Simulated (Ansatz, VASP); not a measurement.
## Ta: VASP beside Ansatz

```
Ta
1.0
     2.90037    0.00000    0.00000
    -1.45019    2.51180    0.00000
     0.00000    0.00000    5.16627
Ta
2
Direct
  0.33333 0.66667 0.25000
  0.66667 0.33333 0.75000
```

This isn't the form of Ta at room conditions, which is bcc.

Alike in both runs: functional PBE; k mesh 6 × 6 × 3; occupations fermi-dirac, width 0.05 eV; no spin polarisation.

```csv
,VASP,Ansatz
version,VASP 6.6.1,Ansatz 0.2.0
potentials or method,"VASP PAW PBE potentials, release 64 (Ta_pv)",Ansatz PAW
plane-wave cutoff (eV),520,420
valence electrons in the cell,22,26
task,single point,band structure
```

VASP gave:

```
gap on the k mesh at the Fermi level (eV) : none
pressure (GPa)                            : -1.2
```

Problem. What did Ansatz give for the same quantities?

Solution. gap on the k mesh at the Fermi level (eV): none; pressure (GPa): -1.3.

A gap of «none» marks a metal or a gap that the smearing closes. With one functional, cell and mesh, what is left measures potentials, basis and numerics. The two sets of potentials don't hold the same shells in valence.

Caveats: the k mesh is coarse (spacing up to 0.42 Å⁻¹), so the values aren't converged; spin-orbit coupling is left out, which moves the levels of the heavy elements (Ansatz). Spin-orbit coupling is left out, which matters for the levels of Ta.
